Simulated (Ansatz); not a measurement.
A relaxed cell of Al is given with its symmetry left out. The cell was found from a structure generator's guess, not taken from experiment.

Level of theory: DFT PBE, scalar-relativistic, plane waves, PAW (Ansatz 0.2.0). Cutoff 420 eV, Γ-centred mesh, Gaussian smearing, no spin polarisation.

```cif
data_structure
_symmetry_space_group_name_H-M 'P 1'
_symmetry_Int_Tables_number 1
_cell_length_a 4.6980
_cell_length_b 4.6980
_cell_length_c 5.4784
_cell_angle_alpha 90.000
_cell_angle_beta 90.000
_cell_angle_gamma 144.986
_cell_volume 69.38
loop_
_atom_site_label
_atom_site_type_symbol
_atom_site_fract_x
_atom_site_fract_y
_atom_site_fract_z
_atom_site_occupancy
Al1 Al 0.50000 0.50000 0.00000 1
Al2 Al 0.50000 0.50000 0.50000 1
Al3 Al 0.22905 0.77095 0.25000 1
Al4 Al 0.77095 0.22905 0.75000 1
```

Energies count from the standard state of Al at the same level.

Task: What space group does it have?

Result: Cmcm (No. 63). Conventional cell: a = 2.827 Å, b = 8.961 Å, c = 5.478 Å. Al on a site of symmetry 2/m is surrounded by 10 Al at 2.74–2.84 Å; around Al on a site of symmetry m2m lie 8 Al at 2.79–2.84 Å and 4 Al at 3.11 Å.

Task: How far does it lie from the standard state of Al?

Result: +0.07 eV/atom. So it is a metastable form at best.

Task: Is it a metal?

Result: Yes, bands cross the Fermi level on the 8×14×4 mesh.

The last run used an 8×14×4 mesh (in the run's order of axes) for its 8-atom cell and Gaussian smearing of 0.10 eV. Symmetry constrained the relaxation, so the result can be a saddle point. Another cell of Al relaxed alike, in Fm-3m, lies 71 meV/atom lower, so this cell isn't the stable form at this level.
